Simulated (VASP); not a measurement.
Be18H, 19 atoms in the cell. The cell holds a slab with vacuum, 19 atoms: a = 4.580 Å, b = 6.870 Å, c = 14.588 Å, α = 90.00°, β = 90.00°, γ = 60.00°. The cell was built by a generator and needn't be a form met in nature.

```yaml
Program: VASP 6.6.1
Task: single point
Functional: PBEsol
Potentials_or_basis: VASP PAW PBE potentials, release 64 (Be, H)
Cutoff: 520 eV
k_mesh: 6 × 4 × 1
Occupations: gaussian, width 0.1 eV
Spin: no spin polarisation
Dipole_correction: no
Further_INCAR_settings: LREAL = Auto; ALGO = Fast; EDIFF = 1e-07; NBANDS = 34
```

Potentials or basis: VASP PAW PBE potentials, release 64 (Be, H).

Launch:

```bash
$ cat potpaw_PBE.64/Be/POTCAR potpaw_PBE.64/H/POTCAR > POTCAR
$ mpirun -np 1 vasp_std > vasp.out
```

Hardware: 1 thread of Intel(R) Xeon(R) 6975P-C (Granite Rapids), with other jobs on the host.

Estimate the wall time of this run.

Run time: 2.9 min on 1 thread of Intel(R) Xeon(R) 6975P-C (Granite Rapids), with other jobs on the host, peak memory 0.51 GiB. Counts: scf iterations 21, k points 14.
